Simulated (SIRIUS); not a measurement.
Runs of SIRIUS 7.12.0 on LiCl. The structure is cubic, space group Fm-3m (No. 225). Conventional cell: a = 5.130 Å, b = 5.130 Å, c = 5.130 Å, α = 90.00°, β = 90.00°, γ = 90.00°. Cl (site symmetry m-3m) is surrounded by 6 Li at 2.56 Å. Li (site symmetry m-3m) has 6 Cl at 2.56 Å as nearest neighbours. 

| task | level | potentials or basis | valence relativity | reference energy of the basis | core relativity | start of the SCF | gap on the mesh (eV) | V0 of scaled cells (Å³/atom) | B0 (GPa) |
| --- | --- | --- | --- | --- | --- | --- | --- | --- | --- |
| band structure | PBE | all-electron FP-LAPW (Koelling-Harmon valence), apw+lo standard | koelling_harmon | 0.01 Ha | dirac | LDA density | 6.33 | - | - |
| band structure | PBE | all-electron FP-LAPW (no relativity for the valence, core without relativity), apw+lo standard | none | 0.01 Ha | none | LDA density | (a) | - | - |
| band structure | PBE | all-electron FP-LAPW (ZORA valence), apw+lo standard | zora | 0.01 Ha | dirac | LDA density | 6.33 | - | - |
| equation of state | AM05 | all-electron FP-LAPW, apw+lo standard | iora | - | - | - | - | (b) | 31 |
| equation of state | PW91 | all-electron FP-LAPW, apw+lo standard | iora | - | - | - | - | 17.03 | 32 |
| equation of state | WC | all-electron FP-LAPW, apw+lo standard | iora | - | - | - | - | 16.28 | 35 |

Alike in all rows: no spin polarisation; cell as given; k mesh 9 × 9 × 9; cutoff (eV) 158; smearing fermi-dirac 0.05 eV.

Problem. Estimate the missing entries.

Solution. (a) 6.42; (b) 16.74.

A gap of «none» marks a metal or a gap under the smearing width.
